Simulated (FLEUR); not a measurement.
# ZnS (F-43m) in FLEUR: single point with Wu-Cohen GGA

Aim: the single point of ZnS with Wu-Cohen GGA.

Everything below comes from runs of FLEUR MaX-R8.1 (later development tree). Logs are shortened: lines on timing, memory, paths and dates and some standing lists are left out, and cuts for length are marked.

**The experiment to reproduce.**

“Electronic, vibrational, and thermodynamic properties of ZnS (zincblende and rocksalt structure)”, 2009, arxiv:0911.5022 quotes, for a bulk crystal of ZnS at 19 K: band gap 3.85 eV (direct).

The runs below are set against these values where they give the same quantity.

## 1. The crystal as given

Symmetry: F-43m, No. 216, cubic system. Conventional cell: a = 5.404 Å, b = 5.404 Å, c = 5.404 Å, α = 90.00°, β = 90.00°, γ = 90.00°. Zn (site symmetry -43m) has 4 S at 2.34 Å as nearest neighbours. S (site symmetry -43m) is surrounded by 4 Zn at 2.34 Å.

## 2. Single point, Wu-Cohen GGA

Contents of inp.xml:

```xml
<?xml version="1.0" encoding="UTF-8" standalone="no"?>
<fleurInput fleurInputVersion="0.39">
   <comment>
      ZnS                                                                                                 
   </comment>
   <calculationSetup>
      <cutoffs Kmax="4.32" Gmax="13.4" GmaxXC="13.4" numbands="0"/>
      <scfLoop itmax="60" minDistance="0.00001" maxIterBroyd="15" imix="Anderson" alpha="0.05" precondParam="0.0" spinf="2.0" sdNocoIR="T"/>
      <coreElectrons ctail="T" frcor="F" kcrel="0" coretail_lmax="0"/>
      <xcFunctional name="wc" relativisticCorrections="F"/>
      <magnetism jspins="1"/>
      <soc l_soc="F" theta="0.0" phi="0.0" spav="F"/>
      <expertModes spex="0" secvar="F"/>
      <geometryOptimization l_f="F" forcealpha="1.0" forcemix="BFGS" epsdisp="0.00001" epsforce="0.00001"/>
      <ldaU l_linMix="F" mixParam="0.05" spinf="1.0"/>
   </calculationSetup>
   <cell>
      <bzIntegration valenceElectrons="26.0" mode="gauss" fermiSmearingEnergy="0.00073499">
         <kPointListSelection listName="default-1"/>
         <!-- k-points included here -->
         <xi:include xmlns:xi="http://www.w3.org/2001/XInclude" href="kpts.xml"> </xi:include>
      </bzIntegration>
      <!-- symmetry operations included here -->
      <xi:include xmlns:xi="http://www.w3.org/2001/XInclude" href="sym.xml"> </xi:include>
      <bulkLattice scale="1.0">
         <bravaisMatrix>
            <row-1>    0.0000000000000000     5.1060399886691998     5.1060399886691998</row-1>
            <row-2>    5.1060399886691998     0.0000000000000000     5.1060399886691998</row-2>
            <row-3>    5.1060399886691998     5.1060399886691998     0.0000000000000000</row-3>
         </bravaisMatrix>
      </bulkLattice>
   </cell>
   <atomSpecies>
      <species name="Zinc (Zn)" element="Zn" atomicNumber="30">
         <mtSphere radius="2.18" gridPoints="721" logIncrement="0.017"/>
         <atomicCutoffs lmax="9" lnonsphr="7"/>
         <electronConfig flipSpins="F">
            <coreConfig>(1s1/2) (2s1/2) (2p1/2) (2p3/2)</coreConfig>
            <valenceConfig>(3s1/2) (3p1/2) (3p3/2) (4s1/2) (3d3/2) (3d5/2)</valenceConfig>
         </electronConfig>
         <energyParameters s="4" p="4" d="3" f="4"/>
         <lo type="SCLO" l="0" n="3" eDeriv="0"/>
         <lo type="SCLO" l="1" n="3" eDeriv="0"/>
         <lo type="SCLO" l="1" n="3" eDeriv="1"/>
         <lo type="HELO" l="2" n="4" eDeriv="0"/>
         <lo type="HELO" l="2" n="4" eDeriv="1"/>
         <lo type="SCLO" l="3" n="4" eDeriv="2"/>
      </species>
      <species name="Sulfur (S)" element="S" atomicNumber="16">
         <mtSphere radius="1.92" gridPoints="635" logIncrement="0.018"/>
         <atomicCutoffs lmax="8" lnonsphr="6"/>
         <electronConfig flipSpins="F">
            <coreConfig>(1s1/2) (2s1/2) (2p1/2) (2p3/2)</coreConfig>
            <valenceConfig>(3s1/2) (3p1/2) (3p3/2)</valenceConfig>
            <stateOccupation state="(3p1/2)" spinUp="0.666667" spinDown="0.666667"/>
            <stateOccupation state="(3p3/2)" spinUp="1.333333" spinDown="1.333333"/>
         </electronConfig>
         <energyParameters s="3" p="3" d="3" f="4"/>
         <lo type="SCLO" l="0" n="3" eDeriv="2"/>
         <lo type="SCLO" l="1" n="3" eDeriv="2"/>
         <lo type="SCLO" l="2" n="3" eDeriv="2"/>
         <lo type="SCLO" l="3" n="4" eDeriv="2"/>
      </species>
   </atomSpecies>
   <atomGroups>
      <atomGroup species="Zinc (Zn)">
         <relPos label="                   1">-1.000/4.000 -1.000/4.000 -1.000/4.000</relPos>
         <force calculate="T" relaxXYZ="TTT"/>
      </atomGroup>
      <atomGroup species="Sulfur (S)">
         <relPos label="                   2">.0000000000 .0000000000 .0000000000</relPos>
         <force calculate="T" relaxXYZ="TTT"/>
      </atomGroup>
   </atomGroups>
   <output dos="F" band="F" slice="F">
      <checks vchk="F" cdinf="F"/>
      <bandDOS minEnergy="-.5*Htr" maxEnergy="0.5*Htr" sigma="0.015" storeEVData="T"/>
      <vacuumDOS vacdos="F" integ="F" star="F" nstars="0" locx1="0.0" locy1="0.0" locx2="0.0" locy2="0.0" nstm="0" tworkf="0.0"/>
      <unfoldingBand unfoldBand="F" supercellX="1" supercellY="1" supercellZ="1"/>
      <plotting iplot="0" polar="F">
         <plot TwoD="T" vec1="  1.0  0.0  0.0" vec2="  0.0  1.0  0.0" vec3="  0.0  0.0  1.0" zero="  0.0  0.0  0.0" file="plot"/>
      </plotting>
      <chargeDensitySlicing numkpt="0" minEigenval="0.0" maxEigenval="0.0" nnne="0" pallst="F"/>
      <specialOutput eonly="F"/>
      <moessbauerParams electricFieldGradient="T" isomerShift="T" coreHyperfine="T" valenceHyperfine="T"/>
      <magneticCircularDichroism mcd="F" energyLo="-10.0" energyUp="0.0"/>
   </output>
  <!-- We include the file relax.xml here to enable relaxations (see documentation) -->
  <xi:include xmlns:xi="http://www.w3.org/2001/XInclude" href="relax.xml"> <xi:fallback/> </xi:include>
</fleurInput>
```

Contents of crystal.txt:

```
ZnS
&input cartesian=F /
0.0000000000  2.7020000000  2.7020000000
2.7020000000  0.0000000000  2.7020000000
2.7020000000  2.7020000000  0.0000000000
1.8897261246
1.0 1.0 1.0

2
30 0.7500000000  0.7500000000  0.7500000000
16 0.0000000000  0.0000000000  0.0000000000

&kpt div1=9 div2=9 div3=9 gamma=T /
```

Potentials or basis: all-electron, FLAPW.

Run with:

```
$ inpgen -f crystal.txt -profile fastHighL
$ # inp.xml edited to the form shown
$ fleur_MPI
```

Output:

```text
Welcome to FLEUR        (www.flapw.de)
      MaX-Release 8.1          (www.max-centre.eu)

 ========== k-point set info ==========
 Selected k-point list: default-1
 k-point list type: mesh
 9 x 9 x 9
 Number of k points: 35

 ------------Calculation Setup---------------------------
 Number of MPI-tasks      :            1
 Number of PE/node        :            1
 Number of OMP-threads    :            1
 Most efficient MPI parallelization for:
           1           5           7          35
 Additional eigenvalue parallelization possible
 Number of basis functions:          459
 Approximate size of matrices (H+S) per k-point:         0.006 GB
 --------------------------------------------------------
 Iteration:     1   Distance:       8.99275723 me/bohr^3
 Iteration:     2   Distance:       7.81407016 me/bohr^3
 Iteration:     3   Distance:       4.73535251 me/bohr^3
 Iteration:     4   Distance:       2.49591084 me/bohr^3
 Iteration:     5   Distance:       2.26230558 me/bohr^3
 Iteration:     6   Distance:       0.42018462 me/bohr^3
 Iteration:     7   Distance:       0.38465934 me/bohr^3
 Iteration:     8   Distance:       0.03128630 me/bohr^3
 Iteration:     9   Distance:       0.02682262 me/bohr^3
 Iteration:    10   Distance:       0.00176812 me/bohr^3
 Iteration:    11   Distance:       0.00040339 me/bohr^3
 Iteration:    12   Distance:       0.00015691 me/bohr^3
 Iteration:    13   Distance:       0.00004383 me/bohr^3
 Iteration:    14   Distance:       0.00001315 me/bohr^3
 Iteration:    15   Distance:       0.00000446 me/bohr^3

 ********************************************************************
 Run finished successfully
 Stop message:
   all done
 ********************************************************************
```

out.xml (last iteration):

```text
<iteration numberForCurrentRun="   15" overallNumber="   15">
         <energyParameters units="Htr">
            <atomicEP atomType="1" spin="1" branch="4s" branchLowest="-4.43" branchHighest="1.46" value="-0.0110760586"/>
            <atomicEP atomType="1" spin="1" branch="4p" branchLowest="-2.74" branchHighest="2.12" value="0.1528473272"/>
            <atomicEP atomType="1" spin="1" branch="3d" branchLowest="-9.99" branchHighest="0.01" value="-0.0655298504"/>
            <atomicEP atomType="1" spin="1" branch="4f" branchLowest="-9.99" branchHighest="3.76" value="0.4871011183"/>
            <loAtomicEP atomType="1" spin="1" branch="3s" branchLowest="-42.23" branchHighest="-4.43" value="-4.4317377567"/>
            <loAtomicEP atomType="1" spin="1" branch="3p" branchLowest="-36.57" branchHighest="-2.74" value="-2.7541797462"/>
            <loAtomicEP atomType="1" spin="1" branch="3p" branchLowest="-36.57" branchHighest="-2.74" value="-2.7541797462"/>
            <heloAtomicEP atomType="1" spin="1" branch="4d" branchLowest="2.42" branchHighest="2.42" value="2.4220236850"/>
            <heloAtomicEP atomType="1" spin="1" branch="4d" branchLowest="2.42" branchHighest="2.42" value="2.4220236850"/>
            <loAtomicEP atomType="1" spin="1" branch="4f" branchLowest="-9.99" branchHighest="3.76" value="0.4871045615"/>
            <atomicEP atomType="2" spin="1" branch="3s" branchLowest="-7.36" branchHighest="0.77" value="-0.3635699999"/>
            <atomicEP atomType="2" spin="1" branch="3p" branchLowest="-5.34" branchHighest="1.36" value="-0.0878784616"/>
            <atomicEP atomType="2" spin="1" branch="3d" branchLowest="-9.99" branchHighest="1.98" value="0.1465070148"/>
            <atomicEP atomType="2" spin="1" branch="4f" branchLowest="-9.99" branchHighest="4.81" value="0.3144768344"/>
            <loAtomicEP atomType="2" spin="1" branch="3s" branchLowest="-7.36" branchHighest="0.77" value="-0.3635699999"/>
            <loAtomicEP atomType="2" spin="1" branch="3p" branchLowest="-5.34" branchHighest="1.36" value="-0.0883071399"/>
            <loAtomicEP atomType="2" spin="1" branch="3d" branchLowest="-9.99" branchHighest="1.98" value="0.1465064524"/>
            <loAtomicEP atomType="2" spin="1" branch="4f" branchLowest="-9.99" branchHighest="4.81" value="0.3144800978"/>
         </energyParameters>
         <eigenvalues>
            <eigenvaluesAt spin="1" ikpt="1" k_x="0.00000000" k_y="0.00000000" k_z="0.00000000">
                      -4.4317346567       -2.7528184135       -2.7528184135       -2.7528184135       -0.3343196660
                      -0.0856351952       -0.0856351952       -0.0856351952       -0.0674016221       -0.0674016221
                       0.1489673689        0.1489673689        0.1489673689        0.2204042590        0.3799933207
                       0.3799933207        0.3799933207        0.5749069578        0.5749069578        0.5765154061
                       0.6761316405
            </eigenvaluesAt>
            <eigenvaluesAt spin="1" ikpt="2" k_x="0.00000000" k_y="0.00000000" k_z="0.11111111">
                      -4.4317346427       -2.7528194251       -2.7528185776       -2.7528185776       -0.3308594859
                      -0.0856608454       -0.0850183317       -0.0850183317       -0.0674597924       -0.0674597924
                       0.1136404956        0.1445635854        0.1445635854        0.2473071194        0.3759873194
                       0.3875874923        0.3875874923        0.5560865087        0.5560865087        0.6019993167
                       0.6540208928
            </eigenvaluesAt>
            <eigenvaluesAt spin="1" ikpt="3" k_x="0.00000000" k_y="0.00000000" k_z="0.22222222">
                      -4.4317346599       -2.7528223478       -2.7528195307       -2.7528195307       -0.3215092366
                      -0.0847174053       -0.0835634745       -0.0835634745       -0.0674426772       -0.0674426772
[... 11 lines left out ...]
         </eigenvalues>
         <FermiEnergy value="0.1519673689" units="Htr"/>
         <valenceDensity>
            <mtCharges spin="1">
               <mtCharge atomType="1" total="18.5162944" s="2.4415027" p="6.3684073" d="9.6887038" f="0.0138957"/>
               <mtCharge atomType="2" total="3.6465192" s="1.2796145" p="2.3321141" d="0.0309210" f="0.0030035"/>
            </mtCharges>
            <spinDependentCharge spin="1" total="26.0000000" interstitial="3.8371863" mtSpheres="22.1628137"/>
            <totalCharge value="26.0000000000"/>
         </valenceDensity>
         <coreStates atomType="     1" atomicNumber=" 30" spin="1" kinEnergy="   1576.6374733005" eigValSum="  -1003.1242490936" lostElectrons=" 0.000000">
            <state n="1" l="0" j="0.5" energy="-349.5797012008" weight="1.0000000000"/>
            <state n="2" l="0" j="0.5" energy="-42.2297194315" weight="1.0000000000"/>
            <state n="2" l="1" j="0.5" energy="-37.1692396376" weight="1.0000000000"/>
            <state n="2" l="1" j="1.5" energy="-36.2917321384" weight="2.0000000000"/>
         </coreStates>
         <coreStates atomType="     2" atomicNumber=" 16" spin="1" kinEnergy="    387.2190982970" eigValSum="   -222.6991553955" lostElectrons=" 0.000451">
            <state n="1" l="0" j="0.5" energy="-87.9466317591" weight="1.0000000000"/>
            <state n="2" l="0" j="0.5" energy="-7.3641729359" weight="1.0000000000"/>
            <state n="2" l="1" j="0.5" energy="-5.3771939587" weight="1.0000000000"/>
            <state n="2" l="1" j="1.5" energy="-5.3307895220" weight="2.0000000000"/>
         </coreStates>
         <allElectronCharges>
            <spinDependentCharge spin="1" total="46.0000000" interstitial="3.8376344" mtSpheres="42.1623656"/>
            <totalCharge value="45.9999999968"/>
         </allElectronCharges>
         <moessbauerParams unitsHFF="kG" unitsIS="e/bohr^3" unitsEFG="Htr/bohr^2">
            <coreIsomerShift atomType="1" isTotal="24849.02873">
               <shell n="1" l="0" isomerShift="22605.58448"/>
               <shell n="2" l="0" isomerShift="2226.52569"/>
               <shell n="2" l="1" isomerShift="16.91855"/>
            </coreIsomerShift>
            <coreIsomerShift atomType="2" isTotal="2927.37361">
               <shell n="1" l="0" isomerShift="2719.74784"/>
               <shell n="2" l="0" isomerShift="207.26494"/>
               <shell n="2" l="1" isomerShift="0.36083"/>
            </coreIsomerShift>
            <isomerShift atomType="1" nucleusRadius="0.0000952" averageDensity="25190.32423"/>
            <isomerShift atomType="2" nucleusRadius="0.0000750" averageDensity="2945.96146"/>
            <electricFieldGradient atomType="1" VXX="0.00000" VYY="0.00000" VZZ="0.00000" asymParam="0.00000">
            </electricFieldGradient>
            <electricFieldGradient atomType="2" VXX="0.00000" VYY="0.00000" VZZ="0.00000" asymParam="0.00000">
            </electricFieldGradient>
         </moessbauerParams>
         <totalEnergy                                    value="    -2194.6738892737" units="Htr">
            <sumOfEigenvalues                            value="    -1252.1883407215">
               <coreElectrons value="-1225.8234044890"/>
               <valenceElectrons value="-26.3649362325"/>
            </sumOfEigenvalues>
            <densityCoulombPotentialIntegral value="-3355.3694332842"/>
            <densityEffectivePotentialIntegral value="-3481.4612699842"/>
            <chargeDenXCDenIntegral value="-96.6197055554"/>
            <FockExchangeEnergyValence value="0.0000000000"/>
            <FockExchangeEnergyCore value="0.0000000000"/>
            <atomTypeDependentContributions atomType="1">
               <electronNucleiInteractionDifferentMTs value="2158.5977639674"/>
               <MadelungTerm value="-12.0924453407"/>
            </atomTypeDependentContributions>
            <atomTypeDependentContributions atomType="2">
               <electronNucleiInteractionDifferentMTs value="468.9002673954"/>
               <MadelungTerm value="-10.0519196354"/>
            </atomTypeDependentContributions>
            <tkbTimesEntropy value="0.0000000000"/>
            <freeEnergy value="-2194.6738892737"/>
            <extrapolationTo0K value="-2194.6738892737"/>
         </totalEnergy>
         <densityConvergence units="me/bohr^3">
            <chargeDensity spin="1" distance="0.0000044588"/>
         </densityConvergence>
      </iteration>
```

Wall time 46 s (1 thread of Arm Neoverse V2, shared host); peak memory 0.06 GiB.

Results:

```
Free energy                                           : -59720.1189 eV
Band gap on the k mesh                                : 1.94 eV, direct
Valence electrons inside the program's atomic spheres : Zn 18.52; S 3.65 (radii Zn 2.18, S 1.92 bohr)
```

Core levels (eV from the Fermi level):
| atom | levels |
| --- | --- |
| 1 Zn | 1s1/2 -9516.7, 2s1/2 -1153.3, 2p1/2 -1015.6, 2p3/2 -991.7 |
| 2 S | 1s1/2 -2397.3, 2s1/2 -204.5, 2p1/2 -150.5, 2p3/2 -149.2 |

## 3. How close it comes

Step 2. A measured gap of ZnS is 3.85 eV (direct; 19 K; quoted in “Electronic, vibrational, and thermodynamic properties of ZnS (zincblende and rocksalt structure)”, 2009, arxiv:0911.5022); the calculated 1.94 eV misses it by -1.91 eV. The value is that of Wu-Cohen GGA, without temperature or zero-point motion.
